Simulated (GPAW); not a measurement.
BeS in GPAW: convergence with k mesh

The system is BeS.

```
CELL_PARAMETERS angstrom
0.00000 2.42500 2.42500
2.42500 0.00000 2.42500
2.42500 2.42500 0.00000
ATOMIC_POSITIONS crystal
S 0.75000 0.75000 0.75000
Be 0.00000 0.00000 0.00000
```

```yaml
Program: GPAW 26.7.0
Task: G0W0 quasiparticle levels
Functional: LDA
Potentials_or_basis: the program's PAW data sets (release 1.2.1) made for this functional
Cutoff: 650 eV
Basis: pw
k_mesh: 3 × 3 × 3
Occupations: fermi-dirac, width 0.001 eV
Spin: no spin polarisation
Frequency: ppa
Extrapolate: no
Qp_bands: 1
Response_ecut: 80 eV
Integrate_gamma: sphere
Maxiter: 150
Vertex: none
All_k: no
Response_bands: 46
```

These are the settings of the first run; the series varies k mesh, with any setting tied to it.

Hardware: 1 thread of Arm Neoverse V1, on a shared host.

Task: The values tried are 3 × 3 × 3, 4 × 4 × 4, 5 × 5 × 5, 6 × 6 × 6, 7 × 7 × 7, 8 × 8 × 8, loosest first. From which on does the energy stay within 1 meV/atom of the tightest run that finished?

Result: From 7 × 7 × 7 on.

```csv
k mesh,"energy less the tightest run, at zero smearing (meV/atom)",gap on the mesh (eV),quasiparticle gap at the points computed (eV),SCF cycles,CPU time (s),peak memory (GiB)
3 × 3 × 3,128.40,3.579,5.049,10,13,0.22
4 × 4 × 4,26.75,2.877,4.279,10,29,0.3
5 × 5 × 5,6.16,3.189,4.624,10,51,0.29
6 × 6 × 6,1.46,2.894,4.281,10,110,0.36
7 × 7 × 7,0.30,3.052,4.449,10,200,0.45
8 × 8 × 8,0.00,2.896,4.260,10,390,0.58
```

Not settled before the last step: the gap on the mesh (to 0.01 eV), the quasiparticle gap at the points computed (to 0.05 eV). Meshes of other sizes hit other points, so gaps and Fermi surfaces needn't settle smoothly. The tightest run that finished is the yardstick and may itself not be fully converged.

Caveat, for the tightest run too: the quasiparticle gap is taken among the few k points that were corrected; the long-wavelength limit can be off by a per cent or two.

A gap of «none» marks a metal or a gap under the smearing width.
